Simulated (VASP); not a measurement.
A run of VASP 6.6.1 is set up as follows.

Contents of INCAR:

```
  AGGAC = 0.0
  ALGO = Normal
  EDIFF = 1E-6
  EDIFFG = -0.01
  ENCUT = 600
  GGA = MK
  IBRION = 2
  ISIF = 3
  ISMEAR = 1
  LASPH = T
  LCHARG = F
  LREAL = F
  LUSE_VDW = T
  LWAVE = F
  NELM = 80
  NSW = 90
  PARAM1 = 0.1234
  PARAM2 = 0.711357
  PREC = Accurate
  SIGMA = 0.1
  ZAB_VDW = -1.8867
```

File KPOINTS:

```
k-points
0
Gamma
  12 12 12
```

File POSCAR:

```
As
1.0
    1.8807968987      1.0858785957      3.5140619945
   -1.8807968987      1.0858785957      3.5140619945
    0.0000000000     -2.1717571915      3.5140619945
As
2
Direct
    0.7740000000      0.7740000000      0.7740000000
    0.2260000000      0.2260000000      0.2260000000
```

Potentials or basis: VASP PAW PBE potentials, release 64 (As).

The run is started by

```sh
$ cat potpaw_PBE.64/As/POTCAR > POTCAR
$ mpirun -np 1 vasp_std > vasp.out
```

Task: Predict the band gap on the k mesh.

Result: None (metal or under the smearing width).

Task: Predict the space group after relaxing (to 0.05 Å).

Result: R-3m (No. 166).

Final structure:
```xyz
2
Lattice="1.9091 1.1022 3.4787 -1.9091 1.1022 3.4787 0.0000 -2.2044 3.4787" Properties=species:S:1:pos:R:3 pbc="T T T"
As    0.0000    0.0000    8.0481
As    0.0000    0.0000    2.3881
```

 Zero-point motion and thermal expansion aren't in these numbers.
